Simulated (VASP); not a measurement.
# Si (Fd-3m) in VASP: G0W0 quasiparticle levels with PBEsol

Aim: the G0W0 quasiparticle levels of Si with PBEsol.

All numbers are computed with VASP 6.6.1; they aren't measurements. Logs are shortened: lines on timing, memory, paths and dates and some standing lists are left out, and cuts for length are marked.

## (1) Starting point

Symmetry: Fd-3m, No. 227, cubic system. The conventional cell has a = 5.427 Å, b = 5.427 Å, c = 5.427 Å, α = 90.00°, β = 90.00°, γ = 90.00°. Si (site symmetry -43m) is surrounded by 4 Si at 2.35 Å.

## (2) G0W0 quasiparticle levels, PBEsol

POSCAR

```
Si
1.0
    0.0000000000      2.7135600000      2.7135600000
    2.7135600000      0.0000000000      2.7135600000
    2.7135600000      2.7135600000      0.0000000000
Si
2
Direct
    0.7500000000      0.7500000000      0.7500000000
    0.5000000000      0.5000000000      0.5000000000
```

INCAR.step1

```
SYSTEM = Si
PREC = Accurate
ENCUT = 450
EDIFF = 1E-8
ISMEAR = 0
SIGMA = 0.01
LREAL = .False.
LASPH = .True.
NELM = 60
ALGO = Fast
LWAVE = .True.
LCHARG = .False.
GGA = PS
KPAR = 8
```

INCAR.step2

```
SYSTEM = Si
PREC = Accurate
ENCUT = 450
EDIFF = 1E-8
ISMEAR = 0
SIGMA = 0.01
LREAL = .False.
LASPH = .True.
NELM = 1
ALGO = Exact
LWAVE = .True.
LCHARG = .False.
GGA = PS
NBANDS = 48
LOPTICS = .True.
ISTART = 1
KPAR = 8
```

INCAR.step3

```
SYSTEM = Si
PREC = Accurate
ENCUT = 450
EDIFF = 1E-8
ISMEAR = 0
SIGMA = 0.01
LREAL = .False.
LASPH = .True.
ALGO = EVGW0
LWAVE = .False.
LCHARG = .False.
GGA = PS
NELMGW = 1
NBANDS = 48
ENCUTGW = 80
NOMEGA = 50
PRECFOCK = Fast
ISTART = 1
NBANDSGW = 12
KPAR = 8
```

KPOINTS

```
Automatic mesh
0
Gamma
  4 4 4
  0 0 0
```

Potentials or basis: VASP PAW PBE potentials, release 64 (Si_GW).

Command:

```
$ cat potpaw_PBE.64/Si_GW/POTCAR > POTCAR
$ cp INCAR.step1 INCAR
$ mpirun -np 8 vasp_std > vasp.out
$ cp INCAR.step2 INCAR
$ mpirun -np 8 vasp_std > vasp.out
$ cp INCAR.step3 INCAR
$ mpirun -np 8 vasp_std > vasp.out
```

OUTCAR:

```text
SYSTEM = Si
   PREC = Accurate
   ENCUT = 450
   EDIFF = 1E-8
   ISMEAR = 0
   LREAL = .False.
   LASPH = .True.
   GGA = PS
   NELMGW = 1
   ENCUTGW = 80
   PRECFOCK = Fast
   ISTART = 1

 ion  position               nearest neighbor table
   1  0.750  0.750  0.750-   2 2.35   2 2.35   2 2.35   2 2.35
   2  0.500  0.500  0.500-   1 2.35   1 2.35   1 2.35   1 2.35

  LATTYP: Found a face centered cubic cell.
 ALAT       =     5.4271200000

  Lattice vectors:

 A1 = (   0.0000000000,   2.7135600000,   2.7135600000)
 A2 = (   2.7135600000,   0.0000000000,   2.7135600000)
 A3 = (   2.7135600000,   2.7135600000,   0.0000000000)

Analysis of symmetry for initial positions (statically):
=====================================================================
 Subroutine PRICEL returns:
 Original cell was already a primitive cell.

 Routine SETGRP: Setting up the symmetry group for a
 face centered cubic supercell.

 Subroutine GETGRP returns: Found 48 space group operations
 (whereof 24 operations were pure point group operations)
 out of a pool of 48 trial point group operations.

The static configuration has the point symmetry T_d .
 The point group associated with its full space group is O_h .

Analysis of symmetry for dynamics (positions and initial velocities):
=====================================================================
 Subroutine PRICEL returns:
 Original cell was already a primitive cell.

 Routine SETGRP: Setting up the symmetry group for a
 face centered cubic supercell.

 Subroutine GETGRP returns: Found 48 space group operations
 (whereof 24 operations were pure point group operations)
 out of a pool of 48 trial point group operations.

The dynamic configuration has the point symmetry T_d .
 The point group associated with its full space group is O_h .

 Subroutine INISYM returns: Found 48 space group operations
 (whereof 24 operations are pure point group operations),
 and found     1 'primitive' translations

----------------------------------------------------------------------------------------

                                     Primitive cell

  volume of cell :      39.9621

  direct lattice vectors                    reciprocal lattice vectors
     0.000000000  2.713560000  2.713560000    -0.184259792  0.184259792  0.184259792
     2.713560000  0.000000000  2.713560000     0.184259792 -0.184259792  0.184259792
     2.713560000  2.713560000  0.000000000     0.184259792  0.184259792 -0.184259792

  length of vectors
     3.837553354  3.837553354  3.837553354     0.319147321  0.319147321  0.319147321

  position of ions in fractional coordinates (direct lattice)
     0.750000000  0.750000000  0.750000000
     0.500000000  0.500000000  0.500000000

  ion indices of the primitive-cell ions
   primitive index   ion index
                 1           1
                 2           2

----------------------------------------------------------------------------------------

 KPOINTS: Automatic mesh

Automatic generation of k-mesh.
 Grid dimensions read from file:
 generate k-points for:    4    4    4

 Generating k-lattice:

  Cartesian coordinates                     Fractional coordinates (reciprocal lattice)
    -0.046064948  0.046064948  0.046064948     0.250000000  0.000000000  0.000000000
     0.046064948 -0.046064948  0.046064948     0.000000000  0.250000000  0.000000000
     0.046064948  0.046064948 -0.046064948     0.000000000  0.000000000  0.250000000

  Length of vectors
     0.079786830  0.079786830  0.079786830

  Shift w.r.t. Gamma in fractional coordinates (k-lattice)
     0.000000000  0.000000000  0.000000000

 Subroutine IBZKPT returns following result:
 ===========================================

 Found      8 irreducible k-points:

 Following reciprocal coordinates:
            Coordinates               Weight
  0.000000  0.000000  0.000000      1.000000
  0.250000  0.000000  0.000000      8.000000
  0.500000  0.000000  0.000000      4.000000
  0.250000  0.250000  0.000000      6.000000
  0.500000  0.250000  0.000000     24.000000
 -0.250000  0.250000  0.000000     12.000000
  0.500000  0.500000  0.000000      3.000000
 -0.250000  0.500000  0.250000      6.000000
   k-points           NKPTS =      8   k-points in BZ     NKDIM =     64   number of bands    NBANDS=     48
   number of dos      NEDOS =    301   number of ions     NIONS =      2
   total plane-waves  NPLWV =  21952
   dimension x,y,z NGX =    28 NGY =   28 NGZ =   28
   dimension x,y,z NGXF=    56 NGYF=   56 NGZF=   56
   ions per type =               2
   NGX,Y,Z   is equivalent  to a cutoff of  12.13, 12.13, 12.13 a.u.
   NGXF,Y,Z  is equivalent  to a cutoff of  24.26, 24.26, 24.26 a.u.
 SYSTEM =  Si
   PREC   = accura    normal or accurate (medium, high low for compatibility)
   ISTART =      1    job   : 0-new  1-cont  2-samecut
   ICHARG =      0    charge: 1-file 2-atom 10-const
   ISPIN  =      1    spin polarized calculation?
   LNONCOLLINEAR =      F non collinear calculations
   LSORBIT =      F    spin-orbit coupling
   LASPH  =      T    aspherical Exc in radial PAW
   ENCUT  =  450.0 eV  33.07 Ry    5.75 a.u.   6.64  6.64  6.64*2*pi/ulx,y,z
   NELM   =     60;   NELMIN=  2; NELMDL=  0     # of ELM steps
   EDIFF  = 0.1E-07   stopping-criterion for ELM
   LREAL  =      F    real-space projection
   EDIFFG = 0.1E-06   stopping-criterion for IOM
   NSW    =      0    number of steps for IOM
   IBRION =     -1    ionic relax: 0-MD 1-quasi-New 2-CG
   NFREE  =      0    steps in history (QN), initial steepest desc. (CG)
   ISIF   =      0    stress and relaxation
   ISYM   =      3    0-nonsym 1-usesym 2-fastsym
   POTIM  = 0.5000    time-step for ionic-motion
   TEBEG  =    0.0;   TEEND  =   0.0 temperature during run
   PSTRESS=    0.0 pullay stress
   NELECT =       8.0000    total number of electrons
   NUPDOWN=      -1.0000    fix difference up-down
   EMIN   =  10.00;   EMAX   =-10.00  energy-range for DOS
   EFERMI =   0.00;   METHOD = LEGACY
   ISMEAR =     0;   SIGMA  =   0.01  broadening in eV -4-tet -1-fermi 0-gaus
   EFERMI_NEDOS =   21; number of points for ismear=-14 and -15
   IALGO  =     38    algorithm
   IMIX   =      4    mixing-type and parameters
     AMIX     =   0.40;   BMIX     =  1.00
     AMIX_MAG =   1.60;   BMIX_MAG =  1.00
  volume/ion in A,a.u.               =      19.98       134.84
  Fermi-wavevector in a.u.,A,eV,Ry     =   0.957684  1.809760 12.478691  0.917158
  Thomas-Fermi vector in A             =   2.086724
   LORBIT       =      0    0 simple, 1 ext, 2 COOP (PROOUT), +10 PAW based schemes
   GGA     = PS    functional components
   LHFCALC =     T    Hartree Fock is set to
   PRECFOCK=fast      Normal, Fast or Accurate (Low or Medium for compatibility)
   ENCUT4O =  -1.0   cutoff for four orbital integrals eV
   NKREDX  =     1    reduce k-point grid by
   NKREDY  =     1    reduce k-point grid by
   NKREDZ  =     1    reduce k-point grid by
   AEXX    =    1.0000 exact exchange contribution
   HFSCREEN=    0.0000 screening length (either q_TF or 0.3 A-1)
   HFSCREENC=   0.0000 screening length for correlation (either q_TF or 0.3 A-1)
   ENCUTFOCK=  -1.0 apply spherical cutoff to Coloumb kernel
   IVDW    =     0    specifies the selected vdW correction
   LEPSILON=     F    determine dielectric tensor
   LRPA    =     F    only Hartree local field effects (RPA)
   LRPAFORCE           =     F    calculate RPA forces
   ENCUTGW             =  80.0    cutoff for response function in eV
   ENCUTGWSOFT         =  64.0    soft cutoff for Coulomb kernel in GW response function in eV
   ENCUTLF             =  -1.0    cutoff for local field effects
   NELMGW              =     1    number of iterations in solving QP/BSE equation
   NELMHF              =     1    number of iterations in the inner HF iteration
   NKREDLFX            =     1    NKREDLFY  =   1   NKREDLFZ  =   1
 non-spin polarized calculation
 Gauss-broadening in eV      SIGMA  =   0.01
  energy-cutoff  :      450.00
  volume of cell :       39.96
 maximum number of plane-waves:       893
 NGX is ok and might be reduce to    28
  NGX = 16; NGY = 16; NGZ = 16
   NGX = 13   NGY = 13   NGZ = 13
 maximum number of plane-waves:        70
 NGX is ok and might be reduce to    14

 QP shifts <psi_nk| G(iteration)W_0 |psi_nk>: iteration 1
 for sc-GW calculations column KS-energies equals QP-energies in previous step
 and V_xc(KS)=  KS-energies - (<T + V_ion + V_H > + <T+V_H+V_ion>^1  + <V_x>^1)

 k-point   1 :       0.0000    0.0000    0.0000
  band No.  KS-energies  QP-energies   sigma(KS)   V_xc(KS)     V^pw_x(r,r')   Z            occupation Imag(sigma)

      1      -6.5282      -6.7867     -10.8558     -10.4752     -17.4766       0.6793       2.0000       1.2489
      2       5.4866       5.3360     -11.6048     -11.4063     -12.9907       0.7588       2.0000       0.0787
      3       5.4866       5.3360     -11.6048     -11.4063     -12.9907       0.7588       2.0000       0.0787
      4       5.4866       5.3360     -11.6048     -11.4063     -12.9907       0.7588       2.0000       0.0787
      5       7.9875       8.4044      -9.6089     -10.1637      -5.5909       0.7515       0.0000      -0.0811
      6       7.9875       8.4044      -9.6089     -10.1637      -5.5909       0.7515       0.0000      -0.0811
      7       7.9875       8.4044      -9.6089     -10.1637      -5.5909       0.7515       0.0000      -0.0811
      8       8.8259       9.3950     -10.3150     -11.0757      -5.8122       0.7481       0.0000      -0.0934
      9      13.1551      13.6911      -9.3489     -10.0675      -4.2016       0.7458       0.0000      -0.2404
     10      13.1551      13.6911      -9.3489     -10.0675      -4.2016       0.7458       0.0000      -0.2404
     11      13.1892      13.3769      -7.8209      -8.0651      -2.6412       0.7685       0.0000      -0.2990
     12      16.5616      16.7525      -8.2808      -8.5306      -2.2604       0.7639       0.0000      -0.6108

 k-point   2 :       0.2500    0.0000    0.0000
  band No.  KS-energies  QP-energies   sigma(KS)   V_xc(KS)     V^pw_x(r,r')   Z            occupation Imag(sigma)
[... 97 lines left out ...]
      1      -2.1847      -2.4111     -11.3210     -10.9951     -16.0577       0.6946       2.0000       0.5555
      2      -2.1847      -2.4111     -11.3210     -10.9951     -16.0577       0.6946       2.0000       0.5555
      3       1.5540       1.2607     -10.4644     -10.0645     -12.8880       0.7337       2.0000       0.1460
      4       1.5540       1.2607     -10.4644     -10.0645     -12.8880       0.7337       2.0000       0.1460
      5       9.6460       9.9919      -9.2577      -9.7134      -4.9274       0.7591       0.0000      -0.1263
      6       9.6460       9.9919      -9.2577      -9.7134      -4.9274       0.7591       0.0000      -0.1263
      7      10.4226      10.8822      -9.5664     -10.1844      -4.6810       0.7436       0.0000      -0.1712
      8      10.4226      10.8822      -9.5664     -10.1844      -4.6810       0.7436       0.0000      -0.1712
      9      16.0212      16.5289     -10.0707     -10.7633      -3.8772       0.7331       0.0000      -0.5770
     10      16.0212      16.5289     -10.0707     -10.7633      -3.8772       0.7331       0.0000      -0.5770
     11      18.4703      18.9961      -9.8013     -10.5117      -3.3848       0.7402       0.0000      -0.7902
     12      18.4703      18.9961      -9.8013     -10.5117      -3.3848       0.7402       0.0000      -0.7902
```

Run time: 17 s. Hardware: 8 MPI ranks of Intel Xeon Platinum 8259CL at 2.50GHz (Skylake/Cascade Lake), shared host; peak memory 0.27 GiB.

What came out:

```yaml
Band_gap_on_the_k_mesh_mean-field_level: 0.56 eV, indirect (least direct gap 2.50 eV)
Quasiparticle_gap: 1.00 eV
Least_direct_quasiparticle_gap: 3.07 eV
```

Caveat: the k mesh is coarse (spacing up to 0.50 Å⁻¹), so the values aren't converged; bands, screening cutoff and mesh are small and nothing is extrapolated, so the quasiparticle values aren't converged. A k mesh can miss the band edges.
